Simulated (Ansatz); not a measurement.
**ScAl₃: moving Sc off its site**

ScAl₃, Pm-3m, a = 4.105 Å. The structure is a Materials Project entry; whether it is the stable form wasn't checked. Ansatz: PBE, PAW, 420 eV, Γ-centred 12×12×12 mesh on 4 atoms, Gaussian smearing 0.15 eV; no spin polarisation.

```yaml
crystal:
  lattice:
    - [4.10533, 0.00000, 0.00000]
    - [0.00000, 4.10533, 0.00000]
    - [0.00000, 0.00000, 4.10533]
  atoms:
    - { symbol: Sc, position: [0.00000, 0.00000, 0.00000] }
    - { symbol: Al, position: [0.50000, 0.00000, 0.50000] }
    - { symbol: Al, position: [0.00000, 0.50000, 0.50000] }
    - { symbol: Al, position: [0.50000, 0.50000, 0.00000] }
```

Atom 1 (Sc) moves by x along the unit vector (0.707, -0.707, 0.000), with its periodic images; all else is held. y is the free energy of the cell over the start, F the force along the path summed over the moved atoms. Symmetry makes y even in x.

| x (Å) | y (meV) | F (eV/Å) |
| --- | --- | --- |
| -0.1000 | ? | ? |
| -0.0333 | 5.19 | 0.31 |
| 0.0000 | 0.00 | 0.00 |
| 0.0167 | 1.30 | -0.16 |
| 0.0500 | 11.70 | -0.47 |
| 0.0667 | 20.83 | -0.63 |
| 0.0833 | 32.50 | -0.78 |

**Question.** Fit y = c2 x² + c4 x⁴ to the energies of the other rows, give the force constant, and predict energy and force of the missing row.

**Answer.** Least squares on the rows shown. y = 4678.4 x² + 777.39 x⁴. The force constant is 2 c2 = 9.36 eV/Å² (for all images moving together, not for a lone atom). The force −dy/dx at the missing row is 0.94 eV/Å (computed 0.94). At x = -0.1000 the fit asked for gives 46.86 meV. The run gave 46.88 meV, so the fit is 0.02 meV too low, a small miss on the scale of the series. The form still works here, 20 % of the fitted range beyond its end.